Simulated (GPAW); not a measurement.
Sm:

```xyz
2
Lattice="3.6440 0.0000 0.0000 -1.8220 3.1558 0.0000 0.0000 0.0000 5.8760" Properties=species:S:1:pos:R:3 pbc="T T T"
Sm    1.8220    1.0519    4.4070
Sm    0.0000    2.1039    1.4690
```

This isn't the form of Sm at room conditions, which is rhombohedral.

- Program: GPAW 26.7.0
- Task: relaxation of cell and atoms
- Functional: PBE
- Dispersion: D4
- Potentials or basis: GPAW PAW data sets (gpaw-data 1.2.1)
- Cutoff: 800 eV
- Basis: pw
- k mesh: 5 × 5 × 3
- Occupations: fermi-dirac, width 0.05 eV
- Spin: collinear spin, ferromagnetic start
- Starting moments: [5.0, 5.0] μB

At the start: pressure 1.7 GPa; volume 33.79 Å³/atom.

**Question.** How do energy, volume and symmetry change on relaxing?

**Answer.** Over 4 steps the energy falls by 14.4 meV/atom and the volume is 37.07 Å³/atom (+9.7 %); space group P6_3/mmc (No. 194, to 0.05 Å); moment 13.04 μB per cell.

The path:
| step | energy change (eV) | largest force (eV/Å) | pressure (GPa) | volume (Å³) |
| --- | --- | --- | --- | --- |
| 1 | 0.0000 | 0.0005 | 1.67 | 67.57 |
| 2 | -0.0047 | 0.0001 | 1.51 | 68.08 |
| 3 | -0.0287 | 0.0000 | 0.15 | 73.46 |
| 4 | -0.0287 | 0.0000 | 0.00 | 74.14 |

Final structure:
```cif
data_structure
_symmetry_space_group_name_H-M 'P 1'
_symmetry_Int_Tables_number 1
_cell_length_a 3.7532
_cell_length_b 3.7532
_cell_length_c 6.0776
_cell_angle_alpha 90.000
_cell_angle_beta 90.000
_cell_angle_gamma 120.000
_cell_volume 74.14
loop_
_atom_site_label
_atom_site_type_symbol
_atom_site_fract_x
_atom_site_fract_y
_atom_site_fract_z
_atom_site_occupancy
Sm1 Sm 0.66667 0.33333 0.75000 1
Sm2 Sm 0.33333 0.66667 0.25000 1
```

Caveat: the k mesh is coarse (spacing up to 0.40 Å⁻¹), so the values aren't converged; one-centre terms of the f shell are cut off; the magnetic or orbital state may not be the lowest; each step starts from the last one's moments, so a moment once lost doesn't come back; later steps reuse the first step's grids; pairwise dispersion overbinds metals, which lowers pressure and volume.
